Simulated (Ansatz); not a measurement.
# AlGa3N4: a strain scan

Aim: for AlGa3N4, see how energy and stress answer to the strain pattern (0, 0, 1, 0, 0, 0).

Method: DFT r2SCAN, scalar-relativistic, plane waves, PAW, in Ansatz 0.2.0.

1 further run of the same task is left out (set aside as unsound or not needed). Runs told in other sessions of the task aren't counted.

### Step 1. The structure to begin with

It takes space group Pm (No. 6, monoclinic). The conventional cell has a = 5.139 Å, b = 3.163 Å, c = 5.477 Å, α = 90.00°, β = 90.04°, γ = 90.00°. Al (site symmetry m) is surrounded by 4 N at 1.89 to 1.90 Å. Ga (site symmetry m) is surrounded by 4 N at 1.94 to 1.95 Å. Ga (site symmetry m) has 4 N at 1.94 to 1.96 Å in its first shell of neighbours. Ga (site symmetry m) is surrounded by 4 N at 1.95 to 1.96 Å. N (site symmetry m) is surrounded by 1 Al at 1.89 Å and 3 Ga at 1.95 Å. Around N (site symmetry m) lie 2 Al at 1.90 Å and 2 Ga at 1.96 Å. N (site symmetry m) has 4 Ga at 1.94 to 1.95 Å in its first shell of neighbours. N (site symmetry m) is surrounded by 1 Al at 1.90 Å and 3 Ga at 1.94 Å.

As a file:

```cif
data_structure
_symmetry_space_group_name_H-M 'P 1'
_symmetry_Int_Tables_number 1
_cell_length_a 5.1389
_cell_length_b 3.1634
_cell_length_c 5.4770
_cell_angle_alpha 90.000
_cell_angle_beta 90.038
_cell_angle_gamma 90.000
_cell_volume 89.04
loop_
_atom_site_label
_atom_site_type_symbol
_atom_site_fract_x
_atom_site_fract_y
_atom_site_fract_z
_atom_site_occupancy
Al1 Al 0.00058 0.50000 0.66730 1
Ga1 Ga 0.49917 0.50000 0.33506 1
Ga2 Ga 0.49925 0.00000 0.83146 1
Ga3 Ga 0.99986 0.00000 0.16619 1
N1 N 0.11941 0.50000 0.34060 1
N2 N 0.11733 0.00000 0.82593 1
N3 N 0.62024 0.00000 0.16619 1
N4 N 0.63175 0.50000 0.66727 1
```

It goes back to an entry of the Materials Project, which need not be the stable form.

It is the result of an earlier relaxation at this level (volume 11.13 Å³/atom; gap on the mesh: 2.89 eV).

### Step 2. Zero of energy

The reference gives a free energy of -13457.6176 eV, pressure 0.00 GPa, largest force 0.002 eV/Å and gap on the mesh 2.89 eV. It was computed beforehand with the settings of the runs below.

### Step 3. Next: a strain scan

The cell is strained by ε times the Voigt pattern (0, 0, 1, 0, 0, 0) (xx, yy, zz, yz, xz, xy; engineering shear), with fractional coordinates fixed (clamped ions). The stress on the pattern is the sum of the stress components weighted by it, tension positive.

### Step 4. ε = -0.1500

Input file input.yaml:

```yaml
crystal:
  lattice:
    - [5.1389202027, 0.0, 1.4609e-05]
    - [0.0, 3.1634143065, 0.0]
    - [-0.0036943801, 0.0, 4.6554453917]
  atoms:
    - { symbol: Al, position: [0.0005828856, 0.5, 0.6672982355] }
    - { symbol: Ga, position: [0.4991712867, 0.5, 0.335060699] }
    - { symbol: Ga, position: [0.4992511921, 0.0, 0.8314570702] }
    - { symbol: Ga, position: [0.9998609978, 0.0, 0.166191385] }
    - { symbol: "N", position: [0.1194130437, 0.5, 0.3406010341] }
    - { symbol: "N", position: [0.117331043, 0.0, 0.8259310374] }
    - { symbol: "N", position: [0.6202395493, 0.0, 0.1661937142] }
    - { symbol: "N", position: [0.6317500118, 0.5, 0.6672678245] }
basis:
  ecutwfc: 500
kpoints:
  mp_grid: { grid: [6, 8, 4] }
hamiltonian:
  xc: r2scan
scf:
  occupations: { method: gaussian, width: 0.05 }
output:
  forces: true
  stress: true
  eigenvalues: true
```

Run with:

```bash
$ ansatz run input.yaml --threads 2 --pin off --max-ram 5120MiB --backend cpu --events-out ev --progress --plain --runs-dir out
```

Standard output, shortened:

```text
Warning: RAYON_NUM_THREADS=2 ignored (pool sized by the plan → 2); use --threads N
[...]
Pseudopotentials: kind: paw
Pseudopotential: Al, paw, valence charge 3, recommended cutoff 500 eV (meta_gga), Al.paw.azcp
Pseudopotential: Ga, paw, valence charge 13, recommended cutoff 500 eV (meta_gga), Ga.paw.azcp
Pseudopotential: N, paw, valence charge 5, recommended cutoff 500 eV (meta_gga), N.paw.azcp
Functional definition: r2SCAN
[...]
Crystal: 8 atoms, lattice volume = 75.681 Å³
Basis set: ecut = 500 eV, 1933 PW (Γ), exchange–correlation on 160×96×144 points (64 copies of the dense FFT grid, shifted against one another)
Bands: 39, of which v1, the nominal top of the filled ones, is band 31 counted from 1 (30 counted from 0)
Symmetry: 2 space group operations
Space group: Pm (ITA 6), of the structure as read, at distance tolerance 4.2e-5 Å
k-points: 70 of 192 (time reversal used)
[...]
SCF iter   1: F=—  HF=-13453.389676 eV  |F-HF|=—  |Δ(HF+E_count)|=         —  Δρ=1.22e-2  dr2=5.74e-2  dr2_τ=7.50e-1  ethr=1.77e-3  ⟨swp⟩=6.5  Hψ=12645  notcnv=0  defer=25
[...]
SCF iter   8: F=-13453.620476 eV  HF=-13453.620476 eV  |F-HF|=3.13e-8  |Δ(HF+E_count)|=   7.82e-8  Δρ=5.95e-6  dr2=2.20e-8  dr2_τ=2.07e-9  ethr=1.61e-10  ⟨swp⟩=9.8  Hψ=11772  notcnv=0
[...]
SCF converged after 8 iterations
Free energy (F): -13453.620476 eV
[...]
E sigma→0 (E₀):  -13453.620476 eV
Fermi energy:    13.453097 eV
[...]
--- Forces (eV/Å), atoms counted from 1 ---
  atom   1  Al    -1.96945325     0.00000000     4.02308343
  atom   2  Ga    -2.23318392     0.00000000    -3.89636394
  atom   3  Ga    -2.19494301     0.00000000    -4.36872592
  atom   4  Ga    -1.96380063     0.00000000     4.01813899
  atom   5  N      2.14877882     0.00000000    -4.22124993
  atom   6  N      1.76755879     0.00000000    -4.23448703
  atom   7  N      2.07468161     0.00000000     4.53246459
  atom   8  N      2.37006900     0.00000000     4.14713514
[...]
--- Stress (GPa, compression-positive) ---
       16.579639       0.000000       0.820099
        0.000000      28.118978       0.000000
        0.820366       0.000000     115.254614
  P = ⅓ Tr σ = 53.3177 GPa (533.177 kbar)
--- Band table (eV; the first three rows and the last of 70) ---
[...]
```

It took 19 s on 2 threads of Oxide Virtual Turin-like (Zen 5), shared host; peak memory 0.61 GiB.

### Step 5. At ε = 0.1125

Changes to input.yaml since step 4:

```diff
@@ -2,5 +2,5 @@
   lattice:
-    - [5.1389202027, 0.0, 1.4609e-05]
+    - [5.1389202027, 0.0, 1.91206e-05]
     - [0.0, 3.1634143065, 0.0]
-    - [-0.0036943801, 0.0, 4.6554453917]
+    - [-0.0036943801, 0.0, 6.0931564686]
   atoms:
```

Run with:

```bash
$ ansatz run input.yaml --threads 2 --pin off --max-ram 5120MiB --backend cpu --events-out ev --progress --plain --runs-dir out
```

Standard output, shortened:

```text
Warning: RAYON_NUM_THREADS=2 ignored (pool sized by the plan → 2); use --threads N
[...]
Pseudopotentials: kind: paw
Pseudopotential: Al, paw, valence charge 3, recommended cutoff 500 eV (meta_gga), Al.paw.azcp
Pseudopotential: Ga, paw, valence charge 13, recommended cutoff 500 eV (meta_gga), Ga.paw.azcp
Pseudopotential: N, paw, valence charge 5, recommended cutoff 500 eV (meta_gga), N.paw.azcp
Functional definition: r2SCAN
[...]
Crystal: 8 atoms, lattice volume = 99.054 Å³
Basis set: ecut = 500 eV, 2531 PW (Γ), exchange–correlation on 160×96×180 points (64 copies of the dense FFT grid, shifted against one another)
Bands: 39, of which v1, the nominal top of the filled ones, is band 31 counted from 1 (30 counted from 0)
Symmetry: 2 space group operations
Space group: Pm (ITA 6), of the structure as read, at distance tolerance 4.6e-5 Å
k-points: 70 of 192 (time reversal used)
[...]
SCF converged after 8 iterations
Free energy (F): -13456.441695 eV
[...]
E sigma→0 (E₀):  -13456.441695 eV
Fermi energy:    8.581132 eV
[...]
--- Forces (eV/Å), atoms counted from 1 ---
  atom   1  Al     0.26936606     0.00000000    -0.11551263
  atom   2  Ga     0.30780582     0.00000000     0.12044830
  atom   3  Ga     0.27453032     0.00000000     0.15575350
  atom   4  Ga     0.21612948     0.00000000    -0.04441294
  atom   5  N     -0.29427487     0.00000000     0.34400142
  atom   6  N     -0.17524157     0.00000000     0.18982981
  atom   7  N     -0.24913039    -0.00000000    -0.33524758
  atom   8  N     -0.34927905    -0.00000000    -0.31490601
[...]
--- Stress (GPa, compression-positive) ---
       -5.808805       0.000000       0.007644
        0.000000      -7.776941      -0.000000
        0.007679      -0.000000     -32.819508
  P = ⅓ Tr σ = -15.4684 GPa (-154.684 kbar)
--- Band table (eV; the first three rows and the last of 70) ---
[...]
```

Run time: 28 s. Hardware: 2 threads of Oxide Virtual Turin-like (Zen 5), shared host; peak memory 0.68 GiB.

### Step 6. ε = -0.0750

Changes to input.yaml since step 5:

```diff
@@ -2,5 +2,5 @@
   lattice:
-    - [5.1389202027, 0.0, 1.91206e-05]
+    - [5.1389202027, 0.0, 1.58981e-05]
     - [0.0, 3.1634143065, 0.0]
-    - [-0.0036943801, 0.0, 6.0931564686]
+    - [-0.0036943801, 0.0, 5.0662199851]
   atoms:
```

Run with:

```bash
$ ansatz run input.yaml --threads 2 --pin off --max-ram 5120MiB --backend cpu --events-out ev --progress --plain --runs-dir out
```

Standard output, shortened:

```text
Warning: RAYON_NUM_THREADS=2 ignored (pool sized by the plan → 2); use --threads N
[...]
Pseudopotentials: kind: paw
Pseudopotential: Al, paw, valence charge 3, recommended cutoff 500 eV (meta_gga), Al.paw.azcp
Pseudopotential: Ga, paw, valence charge 13, recommended cutoff 500 eV (meta_gga), Ga.paw.azcp
Pseudopotential: N, paw, valence charge 5, recommended cutoff 500 eV (meta_gga), N.paw.azcp
Functional definition: r2SCAN
[...]
Crystal: 8 atoms, lattice volume = 82.359 Å³
Basis set: ecut = 500 eV, 2099 PW (Γ), exchange–correlation on 160×96×160 points (64 copies of the dense FFT grid, shifted against one another)
Bands: 39, of which v1, the nominal top of the filled ones, is band 31 counted from 1 (30 counted from 0)
Symmetry: 2 space group operations
Space group: Pm (ITA 6), of the structure as read, at distance tolerance 4.4e-5 Å
k-points: 70 of 192 (time reversal used)
[...]
SCF converged after 8 iterations
Free energy (F): -13456.796962 eV
[...]
E sigma→0 (E₀):  -13456.796962 eV
Fermi energy:    11.811789 eV
[...]
--- Forces (eV/Å), atoms counted from 1 ---
  atom   1  Al    -0.61798459     0.00000000     1.18763493
  atom   2  Ga    -0.70401956     0.00000000    -1.15173765
  atom   3  Ga    -0.67999302     0.00000000    -1.29348548
  atom   4  Ga    -0.59703884     0.00000000     1.15106335
  atom   5  N      0.68094427    -0.00000000    -1.30134683
  atom   6  N      0.52650735    -0.00000000    -1.25503413
  atom   7  N      0.63521941    -0.00000000     1.38298795
  atom   8  N      0.75608573    -0.00000000     1.27989817
[...]
--- Stress (GPa, compression-positive) ---
        6.124678      -0.000000       0.229180
       -0.000000      10.386896       0.000000
        0.229124       0.000000      43.164856
  P = ⅓ Tr σ = 19.8921 GPa (198.921 kbar)
--- Band table (eV; the first three rows and the last of 70) ---
[...]
```

It took 20 s on 2 threads of Oxide Virtual Turin-like (Zen 5), shared host; peak memory 0.62 GiB.

### Step 7. ε = 0.0375

Changes to input.yaml since step 6:

```diff
@@ -2,5 +2,5 @@
   lattice:
-    - [5.1389202027, 0.0, 1.58981e-05]
+    - [5.1389202027, 0.0, 1.78316e-05]
     - [0.0, 3.1634143065, 0.0]
-    - [-0.0036943801, 0.0, 5.0662199851]
+    - [-0.0036943801, 0.0, 5.6823818752]
   atoms:
```

Run with:

```bash
$ ansatz run input.yaml --threads 2 --pin off --max-ram 5120MiB --backend cpu --events-out ev --progress --plain --runs-dir out
```

Standard output, shortened:

```text
[...]
SCF converged after 8 iterations
Free energy (F): -13457.462083 eV
[...]
E sigma→0 (E₀):  -13457.462083 eV
Fermi energy:    9.731182 eV
[...]
--- Forces (eV/Å), atoms counted from 1 ---
  atom   1  Al     0.14789150     0.00000000    -0.20303655
  atom   2  Ga     0.17021981    -0.00000000     0.19528265
  atom   3  Ga     0.15850300    -0.00000000     0.22516735
  atom   4  Ga     0.13524762     0.00000000    -0.17422897
  atom   5  N     -0.16606758    -0.00000000     0.27031221
  atom   6  N     -0.11333857    -0.00000000     0.22449823
  atom   7  N     -0.14558557     0.00000000    -0.27824087
  atom   8  N     -0.18704409     0.00000000    -0.25976934
[...]
--- Stress (GPa, compression-positive) ---
       -2.234084       0.000000      -0.026363
        0.000000      -3.401454       0.000000
       -0.026400       0.000000     -14.259190
  P = ⅓ Tr σ = -6.6316 GPa (-66.316 kbar)
--- Band table (eV; the first three rows and the last of 70) ---
[...]
```

It took 26 s on 2 threads of Oxide Virtual Turin-like (Zen 5), shared host; peak memory 0.66 GiB.

### Step 8. At ε = 0.1500

Changes to input.yaml since step 7:

```diff
@@ -2,5 +2,5 @@
   lattice:
-    - [5.1389202027, 0.0, 1.78316e-05]
+    - [5.1389202027, 0.0, 1.97652e-05]
     - [0.0, 3.1634143065, 0.0]
-    - [-0.0036943801, 0.0, 5.6823818752]
+    - [-0.0036943801, 0.0, 6.2985437653]
   atoms:
```

Run with:

```bash
$ ansatz run input.yaml --threads 2 --pin off --max-ram 5120MiB --backend cpu --events-out ev --progress --plain --runs-dir out
```

Standard output, shortened:

```text
[...]
SCF converged after 8 iterations
Free energy (F): -13455.695572 eV
[...]
E sigma→0 (E₀):  -13455.695572 eV
Fermi energy:    8.044122 eV
[...]
--- Forces (eV/Å), atoms counted from 1 ---
  atom   1  Al     0.27563105     0.00000000     0.09130072
  atom   2  Ga     0.31391902    -0.00000000    -0.06591649
  atom   3  Ga     0.27091755     0.00000000    -0.04717468
  atom   4  Ga     0.19974556     0.00000000     0.17049842
  atom   5  N     -0.29363195     0.00000000     0.23156793
  atom   6  N     -0.15762661     0.00000000     0.02058397
  atom   7  N     -0.24525364     0.00000000    -0.20693662
  atom   8  N     -0.36375284     0.00000000    -0.19394417
[...]
--- Stress (GPa, compression-positive) ---
       -7.312672       0.000000       0.048308
        0.000000      -9.072961      -0.000000
        0.048313      -0.000000     -38.455337
  P = ⅓ Tr σ = -18.2803 GPa (-182.803 kbar)
--- Band table (eV; the first three rows and the last of 70) ---
[...]
```

Wall time 25 s (2 threads of Oxide Virtual Turin-like (Zen 5), shared host); peak memory 0.69 GiB.

### Step 9. ε = -0.1125

Changes to input.yaml since step 8:

```diff
@@ -2,5 +2,5 @@
   lattice:
-    - [5.1389202027, 0.0, 1.97652e-05]
+    - [5.1389202027, 0.0, 1.52536e-05]
     - [0.0, 3.1634143065, 0.0]
-    - [-0.0036943801, 0.0, 6.2985437653]
+    - [-0.0036943801, 0.0, 4.8608326884]
   atoms:
```

Run with:

```bash
$ ansatz run input.yaml --threads 2 --pin off --max-ram 5120MiB --backend cpu --events-out ev --progress --plain --runs-dir out
```

Standard output, shortened:

```text
[...]
SCF converged after 8 iterations
Free energy (F): -13455.582541 eV
[...]
E sigma→0 (E₀):  -13455.582541 eV
Fermi energy:    12.609148 eV
[...]
--- Forces (eV/Å), atoms counted from 1 ---
  atom   1  Al    -1.17016883     0.00000000     2.34271641
  atom   2  Ga    -1.33079265    -0.00000000    -2.27110814
  atom   3  Ga    -1.29699799    -0.00000000    -2.54650098
  atom   4  Ga    -1.15121185     0.00000000     2.30863785
  atom   5  N      1.28431168    -0.00000000    -2.50236981
  atom   6  N      1.02557898    -0.00000000    -2.46778032
  atom   7  N      1.21918010     0.00000000     2.67466208
  atom   8  N      1.41981838     0.00000000     2.46171028
[...]
--- Stress (GPa, compression-positive) ---
       10.579715       0.000000       0.466953
        0.000000      18.078476       0.000000
        0.467083       0.000000      74.718482
  P = ⅓ Tr σ = 34.4589 GPa (344.589 kbar)
--- Band table (eV; the first three rows and the last of 70) ---
[...]
```

It took 19 s on 2 threads of Oxide Virtual Turin-like (Zen 5), shared host; peak memory 0.61 GiB.

### Step 10. Point ε = 0.0750

Changes to input.yaml since step 9:

```diff
@@ -2,5 +2,5 @@
   lattice:
-    - [5.1389202027, 0.0, 1.52536e-05]
+    - [5.1389202027, 0.0, 1.84761e-05]
     - [0.0, 3.1634143065, 0.0]
-    - [-0.0036943801, 0.0, 4.8608326884]
+    - [-0.0036943801, 0.0, 5.8877691719]
   atoms:
```

Run with:

```bash
$ ansatz run input.yaml --threads 2 --pin off --max-ram 5120MiB --backend cpu --events-out ev --progress --plain --runs-dir out
```

Standard output, shortened:

```text
Warning: RAYON_NUM_THREADS=2 ignored (pool sized by the plan → 2); use --threads N
[...]
Pseudopotentials: kind: paw
Pseudopotential: Al, paw, valence charge 3, recommended cutoff 500 eV (meta_gga), Al.paw.azcp
Pseudopotential: Ga, paw, valence charge 13, recommended cutoff 500 eV (meta_gga), Ga.paw.azcp
Pseudopotential: N, paw, valence charge 5, recommended cutoff 500 eV (meta_gga), N.paw.azcp
Functional definition: r2SCAN
[...]
Crystal: 8 atoms, lattice volume = 95.715 Å³
Basis set: ecut = 500 eV, 2445 PW (Γ), exchange–correlation on 160×96×180 points (64 copies of the dense FFT grid, shifted against one another)
Bands: 39, of which v1, the nominal top of the filled ones, is band 31 counted from 1 (30 counted from 0)
Symmetry: 2 space group operations
Space group: Pm (ITA 6), of the structure as read, at distance tolerance 4.6e-5 Å
k-points: 70 of 192 (time reversal used)
[...]
SCF converged after 8 iterations
Free energy (F): -13457.048008 eV
[...]
E sigma→0 (E₀):  -13457.048008 eV
Fermi energy:    9.143624 eV
[...]
--- Forces (eV/Å), atoms counted from 1 ---
  atom   1  Al     0.23173748     0.00000000    -0.22580587
  atom   2  Ga     0.26561681     0.00000000     0.21998305
  atom   3  Ga     0.24277218     0.00000000     0.26001912
  atom   4  Ga     0.19987546     0.00000000    -0.17252309
  atom   5  N     -0.25712187     0.00000000     0.36923125
  atom   6  N     -0.16527692     0.00000000     0.27103161
  atom   7  N     -0.22144249     0.00000000    -0.37263817
  atom   8  N     -0.29628790     0.00000000    -0.34931600
[...]
--- Stress (GPa, compression-positive) ---
       -4.137058       0.000000      -0.020569
        0.000000      -5.933711       0.000000
       -0.020566       0.000000     -24.951296
  P = ⅓ Tr σ = -11.6740 GPa (-116.740 kbar)
--- Band table (eV; the first three rows and the last of 70) ---
[...]
```

Wall time 18 s (2 threads of Oxide Virtual Turin-like (Zen 5), shared host); peak memory 0.67 GiB.

### Step 11. Point ε = -0.0375

Changes to input.yaml since step 10:

```diff
@@ -2,5 +2,5 @@
   lattice:
-    - [5.1389202027, 0.0, 1.84761e-05]
+    - [5.1389202027, 0.0, 1.65426e-05]
     - [0.0, 3.1634143065, 0.0]
-    - [-0.0036943801, 0.0, 5.8877691719]
+    - [-0.0036943801, 0.0, 5.2716072818]
   atoms:
```

Run with:

```bash
$ ansatz run input.yaml --threads 2 --pin off --max-ram 5120MiB --backend cpu --events-out ev --progress --plain --runs-dir out
```

Standard output, shortened:

```text
[...]
SCF converged after 8 iterations
Free energy (F): -13457.431064 eV
[...]
E sigma→0 (E₀):  -13457.431064 eV
Fermi energy:    11.053228 eV
[...]
--- Forces (eV/Å), atoms counted from 1 ---
  atom   1  Al    -0.24522755    -0.00000000     0.43769108
  atom   2  Ga    -0.27904391     0.00000000    -0.42509773
  atom   3  Ga    -0.26681503     0.00000000    -0.47889150
  atom   4  Ga    -0.23016606    -0.00000000     0.41573001
  atom   5  N      0.26986280     0.00000000    -0.49843710
  atom   6  N      0.20126988     0.00000000    -0.46651950
  atom   7  N      0.24748172    -0.00000000     0.52592610
  atom   8  N      0.30238012    -0.00000000     0.48957022
[...]
--- Stress (GPa, compression-positive) ---
        2.709710       0.000000       0.081663
        0.000000       4.494107      -0.000000
        0.081559      -0.000000      18.747954
  P = ⅓ Tr σ = 8.6506 GPa (86.506 kbar)
--- Band table (eV; the first three rows and the last of 70) ---
[...]
```

Run time: 15 s. Hardware: 2 threads of Oxide Virtual Turin-like (Zen 5), shared host; peak memory 0.64 GiB.

### Step 12. ε = 0.1312

Changes to input.yaml since step 11:

```diff
@@ -2,5 +2,5 @@
   lattice:
-    - [5.1389202027, 0.0, 1.65426e-05]
+    - [5.1389202027, 0.0, 1.9442e-05]
     - [0.0, 3.1634143065, 0.0]
-    - [-0.0036943801, 0.0, 5.2716072818]
+    - [-0.0036943801, 0.0, 6.1955762672]
   atoms:
```

Run with:

```bash
$ ansatz run input.yaml --threads 2 --pin off --max-ram 5120MiB --backend cpu --events-out ev --progress --plain --runs-dir out
```

Standard output, shortened:

```text
[...]
SCF converged after 8 iterations
Free energy (F): -13456.084288 eV
[...]
E sigma→0 (E₀):  -13456.084288 eV
Fermi energy:    8.310117 eV
[...]
--- Forces (eV/Å), atoms counted from 1 ---
  atom   1  Al     0.27564346     0.00000000    -0.02246767
  atom   2  Ga     0.31448129     0.00000000     0.03636335
  atom   3  Ga     0.27626752     0.00000000     0.06472205
  atom   4  Ga     0.21122705     0.00000000     0.05400666
  atom   5  N     -0.29783683    -0.00000000     0.29686644
  atom   6  N     -0.16916751    -0.00000000     0.11432043
  atom   7  N     -0.25028711     0.00000000    -0.28045008
  atom   8  N     -0.36039552     0.00000000    -0.26339239
[...]
--- Stress (GPa, compression-positive) ---
       -6.576798       0.000000       0.026888
        0.000000      -8.483907      -0.000000
        0.026910      -0.000000     -35.877054
  P = ⅓ Tr σ = -16.9793 GPa (-169.793 kbar)
--- Band table (eV; the first three rows and the last of 70) ---
[...]
```

It took 23 s on 2 threads of Oxide Virtual Turin-like (Zen 5), shared host; peak memory 0.69 GiB.

### Step 13. All points together

The scan, with free energies counted from the undisturbed cell:

```csv
ε,ΔE (meV/atom),stress on the pattern (GPa),pressure (GPa),gap on the mesh (eV)
-0.1500,499.6,-115.25,53.3,3.08
-0.1125,254.4,-74.72,34.5,3.12
-0.0750,102.6,-43.16,19.9,3.10
-0.0375,23.3,-18.75,8.7,3.04
0.0000,0.0,0.00,0.0,2.89
0.0375,19.4,14.26,-6.6,2.55
0.0750,71.2,24.95,-11.7,2.19
0.1125,147.0,32.82,-15.5,1.79
0.1312,191.7,35.88,-17.0,1.59
0.1500,240.3,38.46,-18.3,1.38
```

### Step 14. What came out

```
                                  quantity    value
slope of the stress at ε = 0, over ±0.0375  440 GPa
```

What this shows: From the stress slope, C33 is about 440 GPa with the ions clamped; letting the atoms relax could not make it stiffer. The step is wide, so higher orders mix in. The undisturbed cell stays the lowest of the sampled points. Compression costs more than tension: 499.6 against 240.3 meV/atom at the ends. The gap on the mesh stays between 1.38 and 3.12 eV.
